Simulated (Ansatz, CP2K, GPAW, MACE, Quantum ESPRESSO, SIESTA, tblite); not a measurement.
# Generalised stacking fault on (110) of a LiCl-LiBr solid solution (56 atoms) in CP2K, part 2 of 2

Wanted: CP2K inputs and outputs for generalised stacking fault on (110) of a LiCl-LiBr solid solution (56 atoms), checked against a plane-wave reference.

Program: CP2K 2026.2; the method stands at each step. Banners, paths, timers and routine set-up lines are dropped from the logs unmarked, and long logs keep their key lines alone; longer cuts are marked.

So far. Step 2 (PBE, DZVP-UZH, 800/50 Ry, diagonalisation): Forces lie 4.4 % from the reference's, at 0.86 times its CPU time (on 4 against 2 cores). Step 3 (PBE, TZVP-MOLOPT (SR for Li), 800/50 Ry …): Against the first run (4.4 %), the force difference from the reference is 2.0 %, at 1.6 times the CPU time, with 672 basis functions against 532; this set comes with other potentials too, so the change isn't the basis's alone.

## (4) PBE, DZVP-MOLOPT (SR for Li, Br), 800/50 Ry, diagonalisation

Method: Kohn-Sham DFT, PBE, GTH-PBE pseudopotentials, Gaussian and plane waves, DZVP-MOLOPT-GTH, diagonalisation.

File input.inp:

```
&GLOBAL
  PROJECT cell
  RUN_TYPE ENERGY_FORCE
  PRINT_LEVEL LOW
&END GLOBAL
&FORCE_EVAL
  METHOD QS
  STRESS_TENSOR ANALYTICAL
  &DFT
    BASIS_SET_FILE_NAME BASIS_MOLOPT
    POTENTIAL_FILE_NAME GTH_POTENTIALS
    &MGRID
      CUTOFF 800
      REL_CUTOFF 50
      NGRIDS 5
    &END MGRID
    &QS
      EPS_DEFAULT 1.0E-12
    &END QS
    &SCF
      SCF_GUESS ATOMIC
      EPS_SCF 1.0E-06
      MAX_SCF 200
      ADDED_MOS 28
      &DIAGONALIZATION
        ALGORITHM STANDARD
      &END DIAGONALIZATION
      &SMEAR ON
        METHOD FERMI_DIRAC
        ELECTRONIC_TEMPERATURE [K] 580
      &END SMEAR
      &MIXING
        METHOD BROYDEN_MIXING
        ALPHA 0.15
        NBROYDEN 8
      &END MIXING
      &PRINT
        &RESTART OFF
        &END RESTART
      &END PRINT
    &END SCF
    &XC
      &XC_FUNCTIONAL PBE
      &END XC_FUNCTIONAL
    &END XC
    &PRINT
      &MULLIKEN ON
      &END MULLIKEN
      &HIRSHFELD ON
        SHAPE_FUNCTION DENSITY
      &END HIRSHFELD
      &MO ON
        EIGENVALUES T
        OCCUPATION_NUMBERS T
        MO_INDEX_RANGE 129 152
        &EACH
          QS_SCF 0
        &END EACH
        ADD_LAST NUMERIC
      &END MO
    &END PRINT
  &END DFT
  &SUBSYS
    &CELL
      A 7.44767 0.00000 0.00000
      B 0.00000 5.26630 0.00000
      C 2.17226 0.00000 26.26686
    &END CELL
    &TOPOLOGY
      COORD_FILE_NAME structure.xyz
      COORD_FILE_FORMAT XYZ
    &END TOPOLOGY
    &KIND Li
      BASIS_SET DZVP-MOLOPT-SR-GTH-q3
      POTENTIAL GTH-PBE-q3
    &END KIND
    &KIND Br
      BASIS_SET DZVP-MOLOPT-SR-GTH-q7
      POTENTIAL GTH-PBE-q7
    &END KIND
    &KIND Cl
      BASIS_SET DZVP-MOLOPT-GTH-q7
      POTENTIAL GTH-PBE-q7
    &END KIND
  &END SUBSYS
  &PRINT
    &FORCES ON
    &END FORCES
    &STRESS_TENSOR ON
    &END STRESS_TENSOR
  &END PRINT
&END FORCE_EVAL
```

File structure.xyz:

```xyz
56

Li 7.51284 0.02196 26.08142
Br 5.57069 0.00463 1.87572
Li 7.42713 5.25714 3.74119
Cl 5.61168 0.00627 5.58460
Li 7.46481 0.00016 7.43615
Cl 5.54113 5.25040 9.33340
Li 7.43204 0.01169 11.16263
Cl 5.59371 0.00463 13.04281
Li 7.48261 0.00053 14.86310
Cl 5.61696 0.01501 16.72175
Li 7.47312 0.00342 18.60639
Cl 5.59967 5.26630 20.48421
Li 7.48315 0.03486 22.32631
Cl 5.58641 5.24381 24.16840
Li 3.75450 0.02512 26.09823
Br 1.84967 0.04750 1.84131
Li 3.71696 5.25735 3.71098
Cl 1.83162 5.26114 5.54677
Li 3.72638 0.02422 7.44876
Br 1.85869 5.24955 9.28639
[... 32 atom lines left out ...]
Li 5.56624 2.61351 20.48973
Br 3.71467 2.63004 22.30792
Li 5.57185 2.59971 24.16971
Br 3.70065 2.65406 26.07117
```

Run with:

```console
$ OMP_NUM_THREADS=1 mpirun -np 4 cp2k.psmp -i input.inp > output.txt
```

Numbers of over 12 decimals in the logs are rounded to 6 here.

The log of the run:

```text
CP2K| version string:                                       CP2K version 2026.2
 CP2K| Input file name                                                 input.inp
 GLOBAL| Basis set file name                                        BASIS_MOLOPT
 GLOBAL| Potential file name                                      GTH_POTENTIALS
 GLOBAL| Run type                                                   ENERGY_FORCE
 GLOBAL| Total number of message passing processes                             4
 GLOBAL| Number of threads for this process                                    1
 TOTAL NUMBERS AND MAXIMUM NUMBERS
  Total number of            - Atomic kinds:                                   3
                             - Atoms:                                         56
[... lines left out ...]
                        Smear method:                                FERMI_DIRAC
[... lines left out ...]
 Number of electrons:                                                        280
[... lines left out ...]
  Step     Update method      Time    Convergence         Total energy    Change
[... lines left out ...]
  *** SCF run converged in    25 steps ***
[... lines left out ...]
  Fermi energy:                                                 0.169073
  Total energy:                                              -616.347494
  Total energy (extrapolated to T->0):                       -616.347494
[... lines left out ...]
 MO| E(Fermi):            0.169073 a.u.          4.600702 eV
[... lines left out ...]
 !-----------------------------------------------------------------------------!
 !-----------------------------------------------------------------------------!
                           Hirshfeld Charges
  #Atom  Element  Kind  Ref Charge     Population                    Net charge
      1       Li     1       3.000          2.859                         0.141
      2       Br     2       7.000          7.109                        -0.109
      3       Li     1       3.000          2.882                         0.118
[...]
55       Li     1       3.000          2.874                         0.126
     56       Br     2       7.000          7.107                        -0.107
  Total Charge                                                           -0.000
 !-----------------------------------------------------------------------------!
 ENERGY| Total FORCE_EVAL ( QS ) energy [hartree]           -616.347495
 FORCES| Atomic forces [hartree/bohr]
 FORCES|   Atom     x               y               z               |f|
 FORCES|      1 -6.57677577E-03 -1.29447519E-04 -5.19026322E-02   5.23178169E-02
 FORCES|      2  7.30365913E-03  5.01905542E-04  4.77623483E-02   4.83201538E-02
 FORCES|      3  1.39736739E-03  2.62895596E-04  2.36005575E-03   2.75528817E-03
[...]
FORCES|     55  6.00227387E-03  8.48608228E-04  2.96212580E-03   6.74697094E-03
 FORCES|     56 -7.32311910E-03 -3.20343278E-04 -4.53880897E-02   4.59761827E-02
 FORCES| Sum     1.23315868E-05  1.48963981E-05  4.72143025E-06
 FORCES| Total atomic force                                       1.99063460E-05
 STRESS| Analytical stress tensor [bar]
 STRESS|                        x                   y                   z
 STRESS|      x        3.52589159748E+04   9.40396817822E+00   4.17149649668E+03
 STRESS|      y        9.40396817822E+00  -2.51932987918E+04   4.59213825728E+01
 STRESS|      z        4.17149649668E+03   4.59213825728E+01   2.06765756489E+04
 STRESS| 1/3 Trace                                             1.02473976107E+04
```

It took 2.4 min on 4 MPI ranks of Arm Neoverse V1, shared host; peak memory 4.6 GiB.

Compared with the plane-wave run:

* r.m.s. force component: 0.5385 eV/Å
* r.m.s. difference of force components: 27.24 meV/Å
* longest difference of force vectors: 126 meV/Å
* force difference over r.m.s. force: 5.285 %
* slope of forces against the reference's: 1.044
* correlation of force components: 0.9996
* gap (highest filled to lowest empty level): 5.168 eV
* gap difference: -0.0852 eV
* pressure: 1.025 GPa
* pressure difference: 0.3164 GPa

Against the first run (4.4 %), the force difference from the reference is 5.3 %, at 1.4 times the CPU time, with 532 basis functions against 532; this set comes with other potentials too, so the change isn't the basis's alone.

## (5) PBE+D3(BJ), DZVP-UZH, 800/50 Ry, diagonalisation

Method: Kohn-Sham DFT, PBE+D3(BJ), GTH-PBE pseudopotentials, Gaussian and plane waves, DZVP-MOLOPT (UZH set), diagonalisation.

Changes to input.inp since step 4:

```diff
@@ -9,4 +9,4 @@
   &DFT
-    BASIS_SET_FILE_NAME BASIS_MOLOPT
-    POTENTIAL_FILE_NAME GTH_POTENTIALS
+    BASIS_SET_FILE_NAME BASIS_MOLOPT_UZH
+    POTENTIAL_FILE_NAME POTENTIAL_UZH
     &MGRID
@@ -44,2 +44,10 @@
       &END XC_FUNCTIONAL
+      &VDW_POTENTIAL
+        POTENTIAL_TYPE PAIR_POTENTIAL
+        &PAIR_POTENTIAL
+          TYPE DFTD3(BJ)
+          PARAMETER_FILE_NAME dftd3.dat
+          REFERENCE_FUNCTIONAL PBE
+        &END PAIR_POTENTIAL
+      &END VDW_POTENTIAL
     &END XC
@@ -68,8 +76,7 @@
     &END CELL
-    &TOPOLOGY
-      COORD_FILE_NAME structure.xyz
-      COORD_FILE_FORMAT XYZ
-    &END TOPOLOGY
+    &COORD
+[... 56 atom lines left out: the same atoms as in the first run ...]
+    &END COORD
     &KIND Li
-      BASIS_SET DZVP-MOLOPT-SR-GTH-q3
+      BASIS_SET DZVP-MOLOPT-PBE-GTH-q3
       POTENTIAL GTH-PBE-q3
@@ -77,3 +84,3 @@
     &KIND Br
-      BASIS_SET DZVP-MOLOPT-SR-GTH-q7
+      BASIS_SET DZVP-MOLOPT-PBE-GTH-q7
       POTENTIAL GTH-PBE-q7
@@ -81,3 +88,3 @@
     &KIND Cl
-      BASIS_SET DZVP-MOLOPT-GTH-q7
+      BASIS_SET DZVP-MOLOPT-PBE-GTH-q7
       POTENTIAL GTH-PBE-q7
```

The log of the run:

```text
CP2K| version string:                                       CP2K version 2026.2
 CP2K| Input file name                                                 input.inp
 GLOBAL| Basis set file name                                    BASIS_MOLOPT_UZH
 GLOBAL| Potential file name                                       POTENTIAL_UZH
 GLOBAL| Run type                                                   ENERGY_FORCE
 GLOBAL| Total number of message passing processes                             4
 GLOBAL| Number of threads for this process                                    1
 TOTAL NUMBERS AND MAXIMUM NUMBERS
  Total number of            - Atomic kinds:                                   3
                             - Atoms:                                         56
[... lines left out ...]
                        Smear method:                                FERMI_DIRAC
[... lines left out ...]
 Number of electrons:                                                        280
[... lines left out ...]
  Step     Update method      Time    Convergence         Total energy    Change
[... lines left out ...]
  *** SCF run converged in    24 steps ***
[... lines left out ...]
  Fermi energy:                                                 0.167949
  Total energy:                                              -616.727776
  Total energy (extrapolated to T->0):                       -616.727776
[... lines left out ...]
 MO| E(Fermi):            0.167949 a.u.          4.570112 eV
[... lines left out ...]
 !-----------------------------------------------------------------------------!
 !-----------------------------------------------------------------------------!
                           Hirshfeld Charges
  #Atom  Element  Kind  Ref Charge     Population                    Net charge
      1       Li     1       3.000          2.862                         0.138
      2       Br     2       7.000          7.108                        -0.108
      3       Li     1       3.000          2.884                         0.116
[...]
55       Li     1       3.000          2.876                         0.124
     56       Br     2       7.000          7.106                        -0.106
  Total Charge                                                           -0.000
 !-----------------------------------------------------------------------------!
 ENERGY| Total FORCE_EVAL ( QS ) energy [hartree]           -616.727773
 FORCES| Atomic forces [hartree/bohr]
 FORCES|   Atom     x               y               z               |f|
 FORCES|      1 -6.62660166E-03 -5.94560174E-05 -5.12692831E-02   5.16957907E-02
 FORCES|      2  7.38949215E-03  4.95881666E-04  4.78453225E-02   4.84151358E-02
 FORCES|      3  1.38279572E-03  2.19079805E-04  1.95887313E-03   2.40775910E-03
[...]
FORCES|     55  5.66858693E-03  7.92523248E-04  2.98995967E-03   6.45761795E-03
 FORCES|     56 -7.29796630E-03 -3.13870500E-04 -4.52879979E-02   4.58733210E-02
 FORCES| Sum    -1.66127935E-06  5.27905994E-06 -1.24804080E-06
 FORCES| Total atomic force                                       5.67326438E-06
 STRESS| Analytical stress tensor [bar]
 STRESS|                        x                   y                   z
 STRESS|      x        1.40358859870E+04   9.20169254055E+00   4.14999988134E+03
 STRESS|      y        9.20169254055E+00  -4.77027873876E+04   5.35522101136E+01
 STRESS|      z        4.14999988134E+03   5.35522101136E+01  -1.73250169333E+02
 STRESS| 1/3 Trace                                            -1.12800505233E+04
```

The job ended after 1.7 min (4 MPI ranks; peak memory 4.5 GiB; 7 min of CPU time).

Against the reference:

```
r.m.s. force component                           : 0.5351 eV/Å
r.m.s. difference of force components            : 23.17 meV/Å
longest difference of force vectors              : 129.4 meV/Å
force difference over r.m.s. force               : 4.494 %
slope of forces against the reference's          : 1.038
correlation of force components                  : 0.9997
gap (highest filled to lowest empty level) : 5.123 eV
gap difference                                   : -0.1299 eV
pressure                                         : -1.128 GPa
pressure difference                              : -1.836 GPa
```

Against the first run (4.4 %), the force difference from the reference is 4.5 %, at 1.0 times the CPU time; the model has changed, so this is no error of the program alone.

## (6) All runs compared

Differences are against the plane-wave reference, forces as r.m.s. over components; share is that over the reference's r.m.s. force, slope the least-squares factor from reference forces to these. Total energies of different programs have different zeros and aren't compared.

```csv
run,"Δ force, r.m.s. (meV/Å)",share (%),slope,Δ pressure (GPa),Δ gap (eV),cores,CPU time,memory (GiB)
reference,-,-,-,-,-,2,7.9 min,2.0
"CP2K PBE, DZVP-UZH, 800/50 Ry, diagonalisation",22.8,4.42,1.038,0.232,-0.130,4,6.8 min,4.5
"CP2K PBE, TZVP-MOLOPT (SR for Li), 800/50 Ry, diagonalisation",10.3,2.00,1.015,0.210,-0.148,4,11 min,4.7
"CP2K PBE, DZVP-MOLOPT (SR for Li, Br), 800/50 Ry, diagonalisation",27.2,5.28,1.044,0.316,-0.0852,4,9.7 min,4.6
"CP2K PBE+D3(BJ), DZVP-UZH, 800/50 Ry, diagonalisation",23.2,4.49,1.038,-1.84,-0.130,4,7 min,4.5
```

CPU time is summed over cores on a shared host, where runs went side by side, so it is rough. Symmetry, cutoffs, thresholds, outputs and thread counts weren't matched or tuned between programs; memory under MPI is the largest rank's times the ranks.

Mean charges by element (e), by run and scheme:

```csv
run,scheme,Li,Br,Cl
"CP2K PBE, DZVP-UZH, 800/50 Ry, diagonalisation",Mulliken,+0.44,-0.37,-0.49
"CP2K PBE, DZVP-UZH, 800/50 Ry, diagonalisation",Hirshfeld,+0.12,-0.08,-0.14
"CP2K PBE, TZVP-MOLOPT (SR for Li), 800/50 Ry, diagonalisation",Mulliken,+0.64,-0.61,-0.65
"CP2K PBE, TZVP-MOLOPT (SR for Li), 800/50 Ry, diagonalisation",Hirshfeld,+0.12,-0.09,-0.14
"CP2K PBE, DZVP-MOLOPT (SR for Li, Br), 800/50 Ry, diagonalisation",Mulliken,+0.43,-0.44,-0.42
"CP2K PBE, DZVP-MOLOPT (SR for Li, Br), 800/50 Ry, diagonalisation",Hirshfeld,+0.12,-0.08,-0.14
"CP2K PBE+D3(BJ), DZVP-UZH, 800/50 Ry, diagonalisation",Mulliken,+0.44,-0.37,-0.49
"CP2K PBE+D3(BJ), DZVP-UZH, 800/50 Ry, diagonalisation",Hirshfeld,+0.12,-0.08,-0.14
```

Further runs of this program without a result: CP2K GFN1-xTB, diagonalisation (not converged).

## (7) What came out

| Item | Value |
| --- | --- |
| nearest in forces | CP2K PBE, TZVP-MOLOPT (SR for Li), 800/50 Ry, diagonalisation, 2.0 % |
| its CPU time | 11 min |

The PBE runs in local orbitals differ by 2.0 % (CP2K PBE, TZVP-MOLOPT (SR for Li), 800/50 Ry, diagonalisation) to 5.3 % (CP2K PBE, DZVP-MOLOPT (SR for Li, Br), 800/50 Ry, diagonalisation); basis, grid and potentials can all enter. Rows with another functional or a dispersion term differ by 4.5 % (CP2K PBE+D3(BJ), DZVP-UZH, 800/50 Ry, diagonalisation), which mixes the change of model with differences of basis and potentials. None of the electronic-structure runs in the table takes under half the reference's CPU time of 7.9 min; they take 0.86 to 1.4 times as much. At the same functional, gaps differ from the reference's 5.25 eV by between -0.15 and -0.09 eV. These are spacings on the run's k-points, which needn't hold the band edges. Charges hang on scheme and program or settings: among these rows the mean for Br runs from -0.61 to -0.08 e. The reference's pressure holds the uncorrected Pulay stress of its 45 Ry basis, so small pressure differences, and their order, may be the reference's own error. The cell is under 6 Å thick along one periodic direction, so every atom has periodic images of itself close by, which move with it and show among its neighbours and in g(r). The reference's stress is far from hydrostatic: its diagonal is 3.2, -2.8, 1.7 GPa, compression counted positive. The host structure and its lattice constant were typed by rule, without a check against the phase diagram. The electronic-structure runs sample only Γ, in a cell whose shortest periodic width is 5 Å.

[Also dropped from logs without a mark: logging warnings of Python, and SIESTA's first energy breakdown and zero terms.]

[Logs are printed without paths, hosts, clocks, repeated set-up lines and the standing remarks that a program may print on its own settings, such as how far it seeks lower states.]

[Hosts, paths, dates, database ids (printed as entryN), source tags and the programs' standing remarks are cut or masked in the printed files.]
